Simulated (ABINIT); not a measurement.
Runs of ABINIT 10.8.3 (patched build) on Hf. Symmetry: P6_3/mmc, No. 194, hexagonal system. Conventional cell: a = 3.197 Å, b = 3.197 Å, c = 5.058 Å, α = 90.00°, β = 90.00°, γ = 120.00°. Around Hf (site symmetry -6m2) lie 12 Hf at 3.13 to 3.20 Å. 

```tsv
task	level	potentials or basis	cell	k mesh	cutoff (eV)	fine-grid cutoff	cell freedom (optcell)	cutoff smearing ecutsm (Ha)	optimiser (ionmov)	force stop (Ha/bohr)	mesh quality	gap on the mesh (eV)	pressure (GPa)
single point	r2SCAN	JTH PAW PBE v2.0	as given	13 × 13 × 6	544	1088.46 eV	-	-	-	-	not flagged	none	-
band structure	WC	JTH PAW PBE v2.0	as given	10 × 10 × 5	463	925.187 eV	-	-	-	-	not flagged	none	-
single point	PBEsol	JTH PAW PBE v2.0	as given	4 × 4 × 2	463	925.187 eV	-	-	-	-	coarse	none	-
single point	LDA	JTH PAW LDA v2.0	as given	8 × 8 × 4	463	925.187 eV	-	-	-	-	not flagged	none	-8.1
band structure	PBE	JTH PAW PBE v2.0	as given	10 × 10 × 5	463	925.187 eV	-	-	-	-	not flagged	none	-
single point	PBE	JTH PAW PBE v2.0	as given	13 × 13 × 6	517	1034.03 eV	-	-	-	-	not flagged	none	(a)
band structure	HCTH407	JTH PAW PBE v2.0	as given	10 × 10 × 5	463	925.187 eV	-	-	-	-	not flagged	none	-
band structure	PBEsol	JTH PAW PBE v2.0	as given	10 × 10 × 5	463	925.187 eV	-	-	-	-	not flagged	none	-
band structure	rPW86PBE	JTH PAW PBE v2.0	as given	10 × 10 × 5	463	925.187 eV	-	-	-	-	not flagged	none	-
band structure	BP86	JTH PAW PBE v2.0	as given	10 × 10 × 5	463	925.187 eV	-	-	-	-	not flagged	none	-
relaxation of cell and atoms	r2SCAN	JTH PAW PBE v2.0	relaxed	6 × 6 × 3	626	1224.51 eV	2	0.5	2	0.0001	coarse	none	-
```

Alike in all rows: no spin polarisation; smearing fermi-dirac 0.05 eV.

Q: Fill in the values left out.

A: (a) 0.6.

Caveats: some runs use coarse meshes; the PAW data sets were made with another functional, which shifts forces and pressure a little (some runs).

A k mesh can miss the band edges, and the runs leave out spin-orbit coupling on Hf.

A gap of «none» marks a metal or a gap under the smearing width.

Not every run made on this cell is shown here.
